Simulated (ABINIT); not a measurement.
Band structure of LiI (Fm-3m, 2 atoms in the cell).

```xyz
2
Lattice="0.0000 2.9275 2.9275 2.9275 0.0000 2.9275 2.9275 2.9275 0.0000" Properties=species:S:1:pos:R:3 pbc="T T T"
Li     0.0000     0.0000     0.0000
I      2.9275     2.9275     2.9275
```

Computed with PBE, norm-conserving pseudopotentials (PseudoDojo nc-sr-05 PBE standard) (plane waves; ABINIT).

Settings: pseudos = [Li.upf, I.upf]; ecut = 1007 eV; occopt = 1; ngkpt = 8 8 8; nshiftk = 1; shiftk = 0 0 0; potentials = PseudoDojo nc-sr-05 PBE standard; kptopt = 1; nstep = 80; tolvrs1 = 1e-12; diemac = 9; ndtset = 2; getden2 = 1.

The starting cell comes from a database of computed structures (which also holds hypothetical and non-ambient phases and stackings), without a prior relaxation at this level. Its lattice was rescaled by a random factor within 2.5 % of one. Spin-orbit coupling is off.

Predict the gap along the standard path and the places of the band edges.

The gap along the path is 4.36 eV, from a point between K and Γ to X; the smallest direct gap on it is 4.60 eV.

Levels in eV from the top of the valence band on the SCF mesh, bands 2 to 9:
```tsv
point	2	3	4	5	6	7	8	9
Γ	-11.96	-0.01	-0.01	-0.01	4.59	8.32	8.32	8.32
X	-11.07	-3.29	-1.39	-1.39	4.37	5.26	10.81	10.81
W	-11.07	-2.51	-2.51	-1.45	6.28	6.83	8.09	8.09
K	-11.09	-2.88	-2.22	-1.06	4.85	7.18	8.53	9.80
L	-11.33	-3.35	-0.32	-0.32	4.57	6.16	6.16	10.15
U	-11.09	-2.88	-2.22	-1.06	4.85	7.18	8.53	9.80
```
